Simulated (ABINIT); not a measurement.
Runs of ABINIT 10.8.3 (patched build) on Ge. Symmetry: I4/mmm, No. 139, tetragonal system. The conventional cell has a = 3.217 Å, b = 3.217 Å, c = 3.746 Å, α = 90.00°, β = 90.00°, γ = 90.00°. Ge (site symmetry 4/mmm) is surrounded by 12 Ge at 2.95 to 3.22 Å. The cell was built by a generator and needn't be a form met in nature.

```tsv
level	gap on the mesh (eV)	pressure (GPa)
PBEsol	none	(b)
PW91	none	1.2
PBE	none	0.9
BLYP	none	7.3
LDA	none	(a)
```

Alike in all rows: task single point; potentials or basis JTH PAW PBE v2.0; no spin polarisation; cell as given; k mesh 12 × 12 × 12; cutoff (eV) 707; smearing fermi-dirac 0.05 eV.

Question: Estimate the missing entries.

Answer: (a) -4.1; (b) -2.6.

Caveats: the PAW data sets were made with another functional, which shifts forces and pressure a little (some runs).

A k mesh can miss the band edges, and the runs leave out spin-orbit coupling on Ge.

A gap of «none» marks a metal or a gap under the smearing width.
